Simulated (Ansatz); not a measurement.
## TaN under pressure

Theory: DFT PBEsol, scalar-relativistic, plane waves, PAW in Ansatz 0.2.0. Cutoff 420 eV, 16×16×16 k-points (Γ-centred), Fermi-Dirac smearing of 0.15 eV. No spin polarisation. Phonons by linear response, acoustic sum rule imposed.

Relaxed structure:
```cif
data_structure
_symmetry_space_group_name_H-M 'Fm-3m'
_symmetry_Int_Tables_number 225
_cell_length_a 4.3768
_cell_length_b 4.3768
_cell_length_c 4.3768
_cell_angle_alpha 90.000
_cell_angle_beta 90.000
_cell_angle_gamma 90.000
_cell_volume 83.85
loop_
_atom_site_label
_atom_site_type_symbol
_atom_site_symmetry_multiplicity
_atom_site_Wyckoff_symbol
_atom_site_fract_x
_atom_site_fract_y
_atom_site_fract_z
_atom_site_occupancy
Ta1 Ta 4 b 0.50000 0.00000 0.00000 1
N1 N 4 a 0.00000 0.00000 0.00000 1
```

In a metal, frequencies and elastic constants depend on the k mesh and the smearing, soft modes and shear constants most. Spin–orbit coupling is left out, which matters for heavy elements.

**Question.** The cell is relaxed again at -3 and -1 and 1 and 2 and 3 and 4 and 6 and 8 and 9 and 12 and 15 and 16 and 20 and 25 and 30 and 40 and 50 GPa. How do volume, gap and optical modes at Γ (cm⁻¹, counted from the lowest optical one; a degenerate one stands once) change?

**Answer.**
```tsv
	0 GPa	-3 GPa	-1 GPa	1 GPa	2 GPa	3 GPa	4 GPa	6 GPa	8 GPa	9 GPa	12 GPa	15 GPa	16 GPa	20 GPa	25 GPa	30 GPa	40 GPa	50 GPa
V/V0	1.000	1.009	1.003	0.997	0.994	0.992	0.989	0.984	0.979	0.976	0.969	0.962	0.960	0.951	0.940	0.931	0.912	0.895
gap (eV)	0.00	0.00	0.00	0.00	0.00	0.00	0.00	0.00	0.00	0.00	0.00	0.00	0.00	0.00	0.00	0.00	0.00	0.00
mode 1	410	399	406	414	417	421	424	431	438	441	451	460	463	475	489	502	528	551
```

This rock-salt form isn't the usual stable structure of the compound at low pressure.

Cost: 18 runs of about 9.6 core-minutes in all, on Intel Xeon Platinum 8175M (Skylake/Cascade Lake), Arm Neoverse V2, Intel Xeon Processor @ 2.70GHz and other processors (shared hosts).